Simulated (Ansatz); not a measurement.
MgS built on the wurtzite prototype, relaxed with r2SCAN in Ansatz 0.2.0. Space group P6_3mc (No. 186), hexagonal; a = 4.029 Å, c = 6.454 Å in the conventional setting, 22.68 Å³ an atom. Around Mg lie 4 S at 2.45–2.46 Å; around S lie 4 Mg at 2.45–2.46 Å.

The axes x, y and z are those of this cell:
```
CELL_PARAMETERS angstrom
4.02863 0.00000 0.00000
-2.01431 3.48889 0.00000
0.00000 0.00000 6.45439
ATOMIC_POSITIONS crystal
Mg 0.33333 0.66667 0.99713
Mg 0.66667 0.33333 0.49713
S 0.33333 0.66667 0.37787
S 0.66667 0.33333 0.87787
```

Unstrained: PBE gives a direct gap of 3.473 eV at Γ. With r2SCAN the gap is 4.148 eV and direct, at Γ. HSE06 gives a direct gap of 4.533 eV at Γ. Meshes: PBE 12×12×4, r2SCAN 12×12×4, HSE06 6×6×4. Strains are changes of length per length, and xy shears are angles. After each strain the atoms were relaxed again with r2SCAN within the symmetry that the strain leaves, so tilts or polar shifts that break it weren't tested; points keep the names that they have in the unstrained zone. Values at 0 K without nuclear motion; spin polarisation is off, and the phase may be a hypothetical one.

Q: Apply uniaxial +4.0 % along z, other directions held. How far does the gap move, against the unstrained cell?

A: PBE: the gap goes from 3.473 to 3.291 eV (-0.182 eV). r2SCAN: the gap goes from 4.148 to 3.952 eV (-0.196 eV). HSE06: the gap goes from 4.533 to 4.339 eV (-0.194 eV). The r2SCAN energy rises by 9.9 meV an atom.

Q: For epitaxial +5.0 % in the xy plane, how far does the free direction move, and what happens to the gap?

A: The normal strain at zero normal stress is -6.23 %, 1.25 of the in-plane strain with the sign turned. PBE: the gap goes from 3.473 to 2.877 eV (-0.596 eV). r2SCAN: the gap goes from 4.148 to 3.523 eV (-0.625 eV). HSE06: the gap goes from 4.533 to 3.898 eV (-0.635 eV).

Q: Apply epitaxial +2.5 % in the xy plane, free normal strain -2.61 %. How far does the gap move, against the unstrained cell?

A: PBE: the gap goes from 3.473 to 3.170 eV (-0.303 eV). r2SCAN: the gap goes from 4.148 to 3.829 eV (-0.319 eV). HSE06: the gap goes from 4.533 to 4.211 eV (-0.322 eV). The r2SCAN energy rises by 8.3 meV an atom.

Q: Apply xy shear, engineering strain (angle) -1.5 %. How far does the gap move, against the unstrained cell?

A: PBE: the gap goes from 3.473 to 3.472 eV (-0.001 eV). r2SCAN: the gap goes from 4.148 to 4.147 eV (-0.001 eV). HSE06: the gap goes from 4.533 to 4.532 eV (-0.001 eV). The r2SCAN energy rises by 0.3 meV an atom.

The meshes of the hybrids are coarse, so their gaps aren't converged to the digits shown.
